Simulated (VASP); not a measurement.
# Se: on-the-fly training of a machine-learned force field

Se, P3_121 (no. 152), 18 atoms in the cell. PBE, machine-learned force field (on-the-fly training); PAW potentials Se (PBE set).

Atoms in the training cell: 18; Target temperature (K): 300; Ensemble of the training: NVT, Langevin, temperature ramp.

## Input

INCAR:
```
SYSTEM = Se
ALGO = Normal
EDIFF = 1E-6
ENCUT = 280
GGA = PE
IBRION = 0
ISIF = 2
ISMEAR = 0
ISYM = 0
KPAR = 4
LANGEVIN_GAMMA = 10
LASPH = .TRUE.
LCHARG = .FALSE.
LREAL = Auto
LWAVE = .FALSE.
MDALGO = 3
ML_LMLFF = .TRUE.
ML_MB = 1200
ML_MCONF = 600
ML_MODE = train
NCORE = 2
NELM = 80
NELMIN = 4
NSW = 3000
NWRITE = 0
POTIM = 3
PREC = Normal
RANDOM_SEED = 195968 0 0
SIGMA = 0.05
TEBEG = 150
TEEND = 390
```

KPOINTS:
```
k-points
0
Gamma
  2 2 1
```

POSCAR:
```
Se
1.0
   -2.183100000000      3.781240118000      4.953600000000
    4.366200000000      0.000000000000      4.953600000000
    6.549300000000     11.343720354000      0.000000000000
Se
18
Direct
   -0.001247755891     -0.001760500190      0.251611026297
    0.002282182912     -0.000953374781      0.596781462530
    0.505218588355      0.503850522241      0.418976222042
   -0.017619760492      0.002681186558      0.932182667906
    0.514160101769      0.488297292133      0.761942899078
    0.504524685182      0.481385852930      0.089582413142
    0.444101283229      0.213925444376      0.924518377719
    0.438411116580      0.221116121122      0.261995949066
    0.936560242833      0.710205462489      0.100669247853
    0.442858075446      0.221711265372      0.588993203896
    0.954745516426      0.711462263007      0.423660931572
    0.941567943741      0.720299906072      0.755734585872
    0.057450446398      0.278605582305      0.973681786173
    0.070571277656      0.271441654189      0.315999586132
    0.562100896247      0.757888001157      0.147405731022
    0.041870286130      0.267378384038      0.652940686014
    0.560381866400      0.784603605125      0.478519768622
    0.558356520881      0.761665611316      0.817784862524
```

Commands:
```
cat potpaw_PBE.64/Se/POTCAR > POTCAR
# POSCAR: the crystal's sites, moved at random by about 0.06 A along each axis
mpirun -np 8 vasp_std > vasp.out
cp ML_ABN ../ML_AB.train
```

## Result

- MD steps with a DFT calculation: 88
- MD steps: 3000
- Force error on the training data while learning (meV/Å): 64.8
- Energy error on the training data while learning (meV/atom): 1.426
- Last threshold of the force error (eV/Å): 0.0330

Errors on the training data as learning went on:

| MD step | Energy (meV/atom) | Forces (meV/Å) | Stress (kbar) |
|---|---|---|---|
| 1 | 0.649 | 65.3 | 58.90 |
| 3 | 0.083 | 90.7 | 0.22 |
| 5 | 0.121 | 68.5 | 0.39 |
| 7 | 0.170 | 60.7 | 0.54 |
| 9 | 0.205 | 55.0 | 0.78 |
| 11 | 0.250 | 53.5 | 1.02 |
| 22 | 0.533 | 55.2 | 1.33 |
| 122 | 0.582 | 51.8 | 1.46 |
| 243 | 0.893 | 55.4 | 1.47 |
| 723 | 1.142 | 58.9 | 1.44 |
| 955 | 1.125 | 59.7 | 1.35 |
| 1678 | 1.166 | 62.3 | 1.32 |
| 2506 | 1.461 | 64.2 | 1.37 |
| 2813 | 1.444 | 65.0 | 1.36 |

DFT calculations in each fifth of the run: 39, 15, 10, 8, 16.

ML_LOGFILE:
```
ML_LOGFILE 0.2.5

* MEMORY INFORMATION ********************

Estimated memory consumption for ML force field generation (MB):

Persistent allocations for force field  :     63.6
|
|-- CMAT for basis  :      6.8
|-- SINV for basis  :      3.4
|-- FMAT for basis  :     48.3
|-- DESC for basis  :      0.4
|-- DESC product matrix  :      1.7

Persistent allocations for ab initio data     :      1.1
|
|-- Ab initio data  :      1.0
|-- Ab initio data (new)  :      0.0

Temporary allocations for sparsification  :     50.1
|
|-- SVD matrices  :     50.0

Other temporary allocations  :     13.2
|
|-- Descriptors  :      4.6
|-- Regression  :      3.7
|-- Prediction  :      4.9

Total memory consumption  :    129.6

********************

* MACHINE LEARNING SETTINGS ********************

General settings
------------------------------------------------------------
Machine learning operation mode in strings (supertag)  :         train (I) ML_MODE
Machine learning operation mode  :             0     ML_ISTART
Machine learning force field type  :        kernel     ML_TYPE
Controls the verbosity of the output at each MD step when machine learning is used  :             1     ML_OUTPUT_MODE
[... 443 lines left out ...]

Program part                                         system clock (sec)       cpu time (sec)
---------------------------------------------------|--------------------|-------------------
Setup (file I/O, parameters,...)                   |              0.180 |              0.146
Descriptor and design matrix                       |              2.189 |              1.845
Sparsification of configurations                   |              0.619 |              0.510
Regression                                         |              0.575 |              0.523
Prediction                                         |             12.118 |             10.180
---------------------------------------------------|--------------------|-------------------
TOTAL                                              |             15.681 |             13.205

********************
```

Limits: These errors are on the data that the field was fitted to, not on fresh structures.

VASP 6.6.1 took 538 s on 8 cores (Intel Xeon 6975P-C (Granite Rapids)), a shared host.
